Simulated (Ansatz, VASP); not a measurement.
Given: the input of a run of VASP 6.6.1 on Ti.

INCAR

```
SYSTEM = Ti
PREC     = Accurate       ! precision mode
ENCUT    = 520            ! plane-wave cutoff, eV
EDIFF    = 1E-7           ! SCF threshold, eV
ISMEAR   = 0              ! smearing method
SIGMA    = 0.02           ! smearing width, eV
LREAL    = .False.        ! projectors in reciprocal space
LASPH    = .True.         ! aspherical terms in the spheres
NELM     = 80             ! most SCF steps
ALGO     = Normal         ! electronic algorithm
ISIF     = 2              ! what is computed and relaxed
LWAVE    = .False.        ! write WAVECAR
LCHARG   = .False.        ! write CHGCAR
GGA      = PS             ! functional
NBANDS   = 12             ! bands
```

Contents of KPOINTS:

```
Automatic mesh
0
Gamma
  11 11 11
  0 0 0
```

Contents of POSCAR:

```
Ti
1.0
    2.8708535300      0.0000000000      0.0000000000
    1.4354267650      2.4862320875      0.0000000000
    1.4354267650      0.8287440292      2.3440420916
Ti
1
Direct
    0.0000000000      0.0000000000      0.0000000000
```

Potentials or basis: VASP PAW PBE potentials, release 64 (Ti_sv).

Launch:

```bash
$ cat potpaw_PBE.64/Ti_sv/POTCAR > POTCAR
$ mpirun -np 1 vasp_std > vasp.out
```

Translate it to Ansatz 0.2.0. Potentials there: all-electron LAPW, scalar-relativistic.

As run (the cutoff follows the program's own potentials):

input.yaml

```yaml
crystal:
  lattice:
    - [2.87085353, 0.0, 0.0]
    - [1.435426765, 2.4862320875, 0.0]
    - [1.435426765, 0.8287440292, 2.3440420916]
  atoms:
    - { symbol: Ti, position: [0.0, 0.0, 0.0] }
kpoints:
  mp_grid: { grid: [11, 11, 11] }
scf:
  occupations: { method: gaussian, width: 0.02 }
hamiltonian:
  xc: pbesol
  pseudopotentials: { kind: all_electron, lapw: { basis_error: 0.001 } }
output:
  forces: true
  stress: true
  eigenvalues: true
```

Potentials or basis: all-electron LAPW, scalar-relativistic.

Launch:

```bash
$ ansatz run input.yaml --threads 1 --pin off --max-ram 3072MiB --backend cpu --events-out ev --progress --plain --runs-dir out
```

Both were run:

|  | VASP | Ansatz | Ansatz less VASP |
| --- | --- | --- | --- |
| gap on the k mesh at the Fermi level (eV) | none | none | - |
| pressure (GPa) | -1.2 | -0.9 | +0.26 |

A gap of «none» marks a metal or a gap that the smearing closes. Ansatz ran all-electron here, so the differences hold the error of VASP's frozen core and of both bases.

Caveats: the PAW data sets were made with another functional, which shifts forces and pressure a little (VASP).
